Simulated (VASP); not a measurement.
# CdSe (F-43m) in VASP: further runs, part 2 of 2

VASP 6.6.1. The steps go on from the part before.

## (3) Relaxation of cell and atoms, r2SCAN

This run uses another cell than the first one, of 27.68 Å³/atom, 0.960 times its volume.

Contents of POSCAR:

```
CdSe
1.0
    0.0000000000      3.0250000000      3.0250000000
    3.0250000000      0.0000000000      3.0250000000
    3.0250000000      3.0250000000      0.0000000000
Cd Se
1 1
Direct
    0.0000000000      0.0000000000      0.0000000000
    0.2500000000      0.2500000000      0.2500000000
```

Contents of INCAR.step1:

```
SYSTEM = CdSe
  PREC = Accurate
  ENCUT = 600
  ISMEAR = 0
  SIGMA = 0.02
  LREAL = .FALSE.
  LASPH = .TRUE.
  NELM = 100
  GGA = PE
  ALGO = Normal
  EDIFF = 1E-4
  LWAVE = .TRUE.
  LCHARG = .FALSE.
```

Contents of INCAR.step2:

```
SYSTEM = CdSe
  PREC = Accurate
  ENCUT = 600
  EDIFF = 1E-6
  ISMEAR = 0
  SIGMA = 0.02
  LREAL = .FALSE.
  LASPH = .TRUE.
  NELM = 100
  ALGO = Normal
  ISIF = 3
  LWAVE = .FALSE.
  LCHARG = .FALSE.
  METAGGA = R2SCAN
  LMIXTAU = .TRUE.
  IBRION = 2
  NSW = 100
  EDIFFG = -0.002
  ISTART = 1
```

Contents of KPOINTS:

```
Automatic mesh
0
G
  8 8 8
  0 0 0
```

Potentials or basis: VASP PAW PBE potentials, release 64 (Cd, Se).

Started as:

```bash
$ cat potpaw_PBE.64/Cd/POTCAR potpaw_PBE.64/Se/POTCAR > POTCAR
$ cp INCAR.step1 INCAR
$ mpirun -np 1 vasp_std > vasp.out
$ cp INCAR.step2 INCAR
$ mpirun -np 1 vasp_std > vasp.out
```

OUTCAR:

```text
SYSTEM = CdSe
   PREC = Accurate
   ENCUT = 600
   EDIFF = 1E-6
   ISMEAR = 0
   LREAL = .FALSE.
   LASPH = .TRUE.
   NELM = 100
   ISIF = 3
   METAGGA = R2SCAN
   IBRION = 2
   NSW = 100
   EDIFFG = -0.002
   ISTART = 1

 ion  position               nearest neighbor table
   1  0.000  0.000  0.000-   2 2.62   2 2.62   2 2.62   2 2.62
   2  0.250  0.250  0.250-   1 2.62   1 2.62   1 2.62   1 2.62

  LATTYP: Found a face centered cubic cell.
 ALAT       =     6.0500000000

  Lattice vectors:

 A1 = (   0.0000000000,   3.0250000000,   3.0250000000)
 A2 = (   3.0250000000,   0.0000000000,   3.0250000000)
 A3 = (   3.0250000000,   3.0250000000,   0.0000000000)

Analysis of symmetry for initial positions (statically):
=====================================================================
 Subroutine PRICEL returns:
 Original cell was already a primitive cell.

 Routine SETGRP: Setting up the symmetry group for a
 face centered cubic supercell.

 Subroutine GETGRP returns: Found 24 space group operations
 (whereof 24 operations were pure point group operations)
 out of a pool of 48 trial point group operations.

The static configuration has the point symmetry T_d .

Analysis of symmetry for dynamics (positions and initial velocities):
=====================================================================
 Subroutine PRICEL returns:
 Original cell was already a primitive cell.

 Routine SETGRP: Setting up the symmetry group for a
 face centered cubic supercell.

 Subroutine GETGRP returns: Found 24 space group operations
 (whereof 24 operations were pure point group operations)
 out of a pool of 48 trial point group operations.

The dynamic configuration has the point symmetry T_d .

 Subroutine INISYM returns: Found 24 space group operations
 (whereof 24 operations are pure point group operations),
 and found     1 'primitive' translations

----------------------------------------------------------------------------------------

                                     Primitive cell

  volume of cell :      55.3613

  direct lattice vectors                    reciprocal lattice vectors
     0.000000000  3.025000000  3.025000000    -0.165289256  0.165289256  0.165289256
     3.025000000  0.000000000  3.025000000     0.165289256 -0.165289256  0.165289256
     3.025000000  3.025000000  0.000000000     0.165289256  0.165289256 -0.165289256

  length of vectors
     4.277996026  4.277996026  4.277996026     0.286289390  0.286289390  0.286289390

  position of ions in fractional coordinates (direct lattice)
     0.000000000  0.000000000  0.000000000
     0.250000000  0.250000000  0.250000000

  ion indices of the primitive-cell ions
   primitive index   ion index
                 1           1
                 2           2

----------------------------------------------------------------------------------------

 KPOINTS: Automatic mesh

Automatic generation of k-mesh.
 Grid dimensions read from file:
 generate k-points for:    8    8    8

 Generating k-lattice:
[... 53 lines left out ...]
   PREC   = accura    normal or accurate (medium, high low for compatibility)
   ISTART =      1    job   : 0-new  1-cont  2-samecut
   ICHARG =      0    charge: 1-file 2-atom 10-const
   ISPIN  =      1    spin polarized calculation?
   LNONCOLLINEAR =      F non collinear calculations
   LSORBIT =      F    spin-orbit coupling
   LASPH  =      T    aspherical Exc in radial PAW
   ENCUT  =  600.0 eV  44.10 Ry    6.64 a.u.   8.54  8.54  8.54*2*pi/ulx,y,z
   NELM   =    100;   NELMIN=  2; NELMDL=  0     # of ELM steps
   EDIFF  = 0.1E-05   stopping-criterion for ELM
   LREAL  =      F    real-space projection
   EDIFFG = -.2E-02   stopping-criterion for IOM
   NSW    =    100    number of steps for IOM
   IBRION =      2    ionic relax: 0-MD 1-quasi-New 2-CG
   NFREE  =      1    steps in history (QN), initial steepest desc. (CG)
   ISIF   =      3    stress and relaxation
   ISYM   =      2    0-nonsym 1-usesym 2-fastsym
   POTIM  = 0.5000    time-step for ionic-motion
   TEBEG  =    0.0;   TEEND  =   0.0 temperature during run
   PSTRESS=    0.0 pullay stress
   NELECT =      18.0000    total number of electrons
   NUPDOWN=      -1.0000    fix difference up-down
   EMIN   =  10.00;   EMAX   =-10.00  energy-range for DOS
   EFERMI =   0.00;   METHOD = LEGACY
   ISMEAR =     0;   SIGMA  =   0.02  broadening in eV -4-tet -1-fermi 0-gaus
   EFERMI_NEDOS =   21; number of points for ismear=-14 and -15
   IALGO  =     38    algorithm
   IMIX   =      4    mixing-type and parameters
     AMIX     =   0.40;   BMIX     =  1.00
     AMIX_MAG =   1.60;   BMIX_MAG =  1.00
  volume/ion in A,a.u.               =      27.68       186.80
  Fermi-wavevector in a.u.,A,eV,Ry     =   1.125720  2.127302 17.241915  1.267245
  Thomas-Fermi vector in A             =   2.262398
   LORBIT       =      0    0 simple, 1 ext, 2 COOP (PROOUT), +10 PAW based schemes
   METAGGA = R2SCAN    functional components
   LHFCALC =     F    Hartree Fock is set to
   AEXX    =    0.0000 exact exchange contribution
   IVDW    =     0    specifies the selected vdW correction
   LEPSILON=     F    determine dielectric tensor
   LRPA    =     F    only Hartree local field effects (RPA)
 conjugate gradient relaxation of ions
 non-spin polarized calculation
 Gauss-broadening in eV      SIGMA  =   0.02
  energy-cutoff  :      600.00
  volume of cell :       55.36
 maximum number of plane-waves:      1868
 NGX is ok and might be reduce to    36
   NGX = 17   NGY = 17   NGZ = 17

--------------------------------------- Ionic step        1  -------------------------------------------

 number of electron      18.0000002 magnetization

 Free energy of the ion-electron system (eV)
  ---------------------------------------------------
  ext. energy  EPLUGINS =         0.00000000
  ---------------------------------------------------
  free energy    TOTEN  =       -35.89605542 eV

  energy without entropy =      -35.89605542  energy(sigma->0) =      -35.89605542

------------------------ aborting loop because EDIFF is reached ----------------------------------------

  FORCE on cell =-STRESS in cart. coord.  units (eV):
  Direction    XX          YY          ZZ          XY          YZ          ZX
  --------------------------------------------------------------------------------------
  -------------------------------------------------------------------------------------
  Total        0.8873118      0.8873118      0.8873118     -0.0000000     -0.0000000      0.0000000
  in kB       25.6791534     25.6791534     25.6791534     -0.0000000     -0.0000000      0.0000000
  external PRESSURE =      25.6791534 kB  Pullay stress =       0.0000000 kB
[... 59 lines left out ...]
--------------------------------------- Ionic step        3  -------------------------------------------

 number of electron      17.9999997 magnetization

 Free energy of the ion-electron system (eV)
  ---------------------------------------------------
  ext. energy  EPLUGINS =         0.00000000
  ---------------------------------------------------
  free energy    TOTEN  =       -35.91554578 eV

  energy without entropy =      -35.91554578  energy(sigma->0) =      -35.91554578

 E-fermi :   0.5195     XC(G=0):  -9.2905

 val. band max:        0.4177877151   @ k =   0.0000   0.0000   0.0000
 cond. band min:       1.4393167089   @ k =   0.0000   0.0000   0.0000
 fundamental gap:      1.0215289938
 Fermi energy:         0.5194893727

 k-point     1 :       0.0000    0.0000    0.0000
  band No.  band energies     occupation
      1     -12.4390      2.00000
      2      -7.6571      2.00000
      3      -7.6571      2.00000
      4      -7.6571      2.00000
      5      -7.2874      2.00000
      6      -7.2874      2.00000
      7       0.4178      2.00000
      8       0.4178      2.00000
      9       0.4178      2.00000
     10       1.4393      0.00000
     11       6.8900      0.00000
     12       6.8900      0.00000
     13       6.8900      0.00000
[... 354 lines left out ...]
  band No.  band energies     occupation
      1     -12.0287      2.00000
      2      -7.5266      2.00000
      3      -7.5057      2.00000
      4      -7.3049      2.00000
      5      -7.2718      2.00000
      6      -6.9220      2.00000
      7      -3.5856      2.00000
      8      -1.4851      2.00000
      9      -0.7554      2.00000
     10       4.6799      0.00000
     11       6.2383      0.00000
     12       7.7033      0.00000
     13       8.8683      0.00000

 [... further k-points ...]

------------------------ aborting loop because EDIFF is reached ----------------------------------------

  FORCE on cell =-STRESS in cart. coord.  units (eV):
  Direction    XX          YY          ZZ          XY          YZ          ZX
  --------------------------------------------------------------------------------------
  -------------------------------------------------------------------------------------
  Total        0.0028991      0.0028991      0.0028991     -0.0000000      0.0000000     -0.0000000
  in kB        0.0802287      0.0802287      0.0802287     -0.0000000      0.0000000     -0.0000000
  external PRESSURE =       0.0802287 kB  Pullay stress =       0.0000000 kB
[... 17 lines left out ...]
  FREE ENERGIE OF THE ION-ELECTRON SYSTEM (eV)
  ---------------------------------------------------
  free  energy   TOTEN  =       -35.9155457834 eV

  energy  without entropy=      -35.9155457834  energy(sigma->0) =      -35.91554578

 reached required accuracy - stopping structural energy minimisation
```

Run time: 2.8 min. Hardware: 1 thread of Intel Xeon Platinum 8488C (Sapphire Rapids), shared host; peak memory 0.23 GiB.

What came out:

* Free energy: -35.9155 eV
* Relaxed volume: 28.95 Å³/atom
* Relaxed cell: a = 4.342 Å, b = 4.342 Å, c = 4.342 Å, α = 60.00°, β = 60.00°, γ = 60.00°
* Space group after relaxing (to 0.05 Å): F-43m (No. 216)
* Energy gained by relaxing: 9.7 meV/atom
* Ionic steps: 3
* Pressure after relaxing: 0.0 GPa
* Band gap on the k mesh: 1.02 eV, direct

Step by step:
```
step  energy change (eV)  largest force (eV/Å)  pressure (GPa)  volume (Å³)
   1              0.0000                0.0000            2.57        55.36
   2             -0.0163                0.0000           -0.93        58.99
   3             -0.0195                0.0000            0.01        57.90
```

Final structure:
```
CELL_PARAMETERS angstrom
0.00000 3.07048 3.07048
3.07048 0.00000 3.07048
3.07048 3.07048 0.00000
ATOMIC_POSITIONS crystal
Cd 0.00000 0.00000 0.00000
Se 0.25000 0.25000 0.25000
```

Caveat: the PAW data sets were made with another functional, which shifts forces and pressure a little. r2SCAN opens gaps a little over a GGA but as a rule still falls short of measured ones.

## (4) Single point, r2SCAN

This run uses another cell than the first one, of 27.68 Å³/atom, 0.960 times its volume.

POSCAR is that of step 3.

Contents of INCAR.step1:

```
ALGO = Normal
EDIFF = 1E-4
ENCUT = 520
GGA = PE
ISMEAR = 0
LASPH = True
LCHARG = False
LREAL = False
LWAVE = True
NBANDS = 16
NELM = 100
PREC = Accurate
SIGMA = 0.1
```

Contents of INCAR.step2:

```
ALGO = Normal
EDIFF = 1E-6
ENCUT = 520
ISIF = 2
ISMEAR = 0
ISTART = 1
LASPH = True
LCHARG = True
LELF = True
LMIXTAU = True
LREAL = False
LVHAR = True
LWAVE = False
METAGGA = R2SCAN
NBANDS = 16
NELM = 100
PREC = Accurate
SIGMA = 0.1
```

Contents of KPOINTS:

```
k-points
0
Gamma
  6 6 6
```

Started as:

```bash
$ cat potpaw_PBE.64/Cd/POTCAR potpaw_PBE.64/Se/POTCAR > POTCAR
$ cp INCAR.step1 INCAR
$ mpirun -np 1 vasp_std > vasp.out
$ cp INCAR.step2 INCAR
$ mpirun -np 1 vasp_std > vasp.out
```

Run time: 33 s. Hardware: 1 thread of Intel Xeon Platinum 8488C (Sapphire Rapids), shared host; peak memory 0.18 GiB.

The run converged. Its results:

* Free energy: -35.8925 eV
* Pressure: 2.6 GPa
* Band gap on the k mesh: 1.12 eV, direct

Levels at points of the mesh, in eV from the valence-band top:
```
           k point  band 5  band 6  band 7  band 8  band 9  band 10  band 11  band 12  band 13  band 14
(0.00, 0.00, 0.00)   -7.80   -7.80    0.00    0.00    0.00     1.12     6.47     6.47     6.47    10.40
(0.50, 0.00, 0.00)   -7.78   -7.48   -4.53   -0.78   -0.78     2.89     6.93     6.93     7.87    10.65
(0.50, 0.50, 0.00)   -7.74   -7.41   -4.17   -1.94   -1.94     3.43     4.17     9.79    11.06    11.06
```

Caveat: the PAW data sets were made with another functional, which shifts forces and pressure a little. r2SCAN opens gaps a little over a GGA but as a rule still falls short of measured ones.

## (5) The runs side by side

```tsv
task	cell	k mesh	cutoff (eV)	smearing	gap on the mesh (eV)	pressure (GPa)
single point	F-43m, 28.84 Å³/atom	8 × 8 × 8	520	gaussian 0.02 eV	1.03	0.3
relaxation of cell and atoms	relaxed	8 × 8 × 8	600	gaussian 0.02 eV	1.02	0.0
single point	F-43m, 27.68 Å³/atom	6 × 6 × 6	520	gaussian 0.1 eV	1.12	2.6
```

Alike in all rows: level r2SCAN; potentials or basis VASP PAW PBE potentials, release 64 (Cd, Se); no spin polarisation.

Caveats: the PAW data sets were made with another functional, which shifts forces and pressure a little.

Total energies depend on the potentials used, so only differences within one code and one set of settings carry meaning.
